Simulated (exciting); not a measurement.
A run of exciting (release sodium) is set up as follows.

The input input.xml:

```xml
<input>
  <title>ZnSe</title>
  <structure speciespath="./" tshift="false">
    <crystal scale="1">
      <basevect>0.000000000000 5.355105891965 5.355105891965</basevect>
      <basevect>5.355105891965 0.000000000000 5.355105891965</basevect>
      <basevect>5.355105891965 5.355105891965 0.000000000000</basevect>
    </crystal>
    <species speciesfile="Se.xml" rmt="2">
      <atom coord="0.750000000000 0.750000000000 0.750000000000"/>
    </species>
    <species speciesfile="Zn.xml" rmt="2">
      <atom coord="0.000000000000 0.000000000000 0.000000000000"/>
    </species>
  </structure>
  <groundstate do="fromscratch" ngridk="6 6 6" rgkmax="9" gmaxvr="14" lmaxapw="10" lmaxmat="10" lmaxvr="8" xctype="GGA_PBE" stype="Fermi Dirac" swidth="0.00183747" nempty="20" ValenceRelativity="iora*" epsengy="1e-05" epspot="1e-05" maxscl="60" outputlevel="normal">
    <spin spinorb="true"/>
  </groundstate>
  <properties>
    <bandstructure>
      <plot1d>
        <path steps="80">
          <point coord="0 0 0" label="G"/>
          <point coord="0.5 0 0.5" label="X"/>
          <point coord="0.5 0.25 0.75" label="W"/>
          <point coord="0.375 0.375 0.75" label="K"/>
          <point coord="0 0 0" label="G"/>
          <point coord="0.5 0.5 0.5" label="L"/>
          <point coord="0.625 0.25 0.625" label="U"/>
          <point coord="0.5 0.25 0.75" label="W"/>
          <point coord="0.5 0.5 0.5" label="L"/>
          <point coord="0.375 0.375 0.75" label="K" breakafter="true"/>
          <point coord="0.625 0.25 0.625" label="U"/>
          <point coord="0.5 0 0.5" label="X"/>
        </path>
      </plot1d>
    </bandstructure>
    <dos nwdos="300" winddos="-0.6 0.5" inttype="tetra" ngrdos="100" nsmdos="0"/>
  </properties>
</input>
```

Potentials or basis: all-electron LAPW+lo, shipped species files, valence relativity iora*.

Command:

```sh
$ OMP_NUM_THREADS=1 exciting_smp
```

(1) Estimate the band gap on the k mesh.

(2) Estimate the band gap along the path.

## Answers

(1) 1.16 eV, direct.

(2) 1.16 eV, direct.

Caveat: total energies with spin-orbit coupling aren't reliable in this program, so none is listed and the log's shouldn't be used; the tetrahedron DOS on this energy grid can lose part of the weight of narrow d or f bands.

**What was measured.**

From “Alloy Disordering Effects on the Thermal Conductivity and Energy Gap Temperature Dependence of Cd1−xZnxSe Ternary Crystals Grown by the Bridgman Method”, 2023, pmc:10253836, for a bulk crystal of ZnSe at 300 K: band gap 2.695 ± 0.003 eV (an exciton energy, a little under the gap).

A measured gap of ZnSe is 2.695 eV (an exciton energy, a little under the gap; 300 K; “Alloy Disordering Effects on the Thermal Conductivity and Energy Gap Temperature Dependence of Cd1−xZnxSe Ternary Crystals Grown by the Bridgman Method”, 2023, pmc:10253836); the calculated 1.16 eV misses it by -1.53 eV. So large a miss can be the level of theory's own, or it may mean another phase, state or a wrong row. The value is that of PBE, without temperature or zero-point motion. Semilocal functionals fall short of measured gaps as a rule.
